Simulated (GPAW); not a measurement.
Runs of GPAW 26.7.0 on ZrC. The structure is cubic, space group Fm-3m (No. 225). The conventional cell has a = 4.730 Å, b = 4.730 Å, c = 4.730 Å, α = 90.00°, β = 90.00°, γ = 90.00°. Zr (site symmetry m-3m) has 6 C at 2.37 Å as nearest neighbours. Around C (site symmetry m-3m) lie 6 Zr at 2.37 Å. 

| task | level | potentials or basis | U | cell | k mesh | smearing | gap on the mesh (eV) | V0 of scaled cells (Å³/atom) | B0 (GPa) |
| --- | --- | --- | --- | --- | --- | --- | --- | --- | --- |
| equation of state | PBEsol+D3 | PAW data sets generated in the run's folder for this functional, pw | - | as given | 8 × 8 × 8 | fermi-dirac 0.05 eV | - | 12.50 | 244 |
| equation of state | PBEsol+D4 | PAW data sets generated in the run's folder for this functional, pw | - | as given | 8 × 8 × 8 | fermi-dirac 0.05 eV | - | 12.58 | 240 |
| single point | TB-mBJ | GPAW PAW data sets for LDA (gpaw-data 1.2.1), pw | - | as given | 8 × 8 × 8 | fermi-dirac 0.05 eV | none | - | - |
| single point | revPBE+U | the program's PAW data sets (release 1.2.1) made for this functional, pw | Zr d U = 1 eV | volume scaled by 1.25 | 10 × 10 × 10 | gaussian 0.01 eV | none | - | - |
| equation of state | C09-vdW | GPAW PAW data sets (gpaw-data 1.2.1), pw | - | as given | 8 × 8 × 8 | fermi-dirac 0.05 eV | - | (a) | (b) |

Alike in all rows: no spin polarisation; cutoff (eV) 800.

Problem. Estimate the missing entries.

Solution. (a) 12.82; (b) 234.

Caveats: the PAW data sets were made with another functional, which shifts forces and pressure a little (some runs); a model potential gives levels but no total energy (some runs); U without spin polarisation on a metal has little footing (some runs); the U is typed as a test and isn't derived for this compound (some runs).

A k mesh can miss the band edges, and the runs leave out spin-orbit coupling on Zr.

A gap of «none» marks a metal or a gap under the smearing width.

Runs at the PBE level aren't shown here.
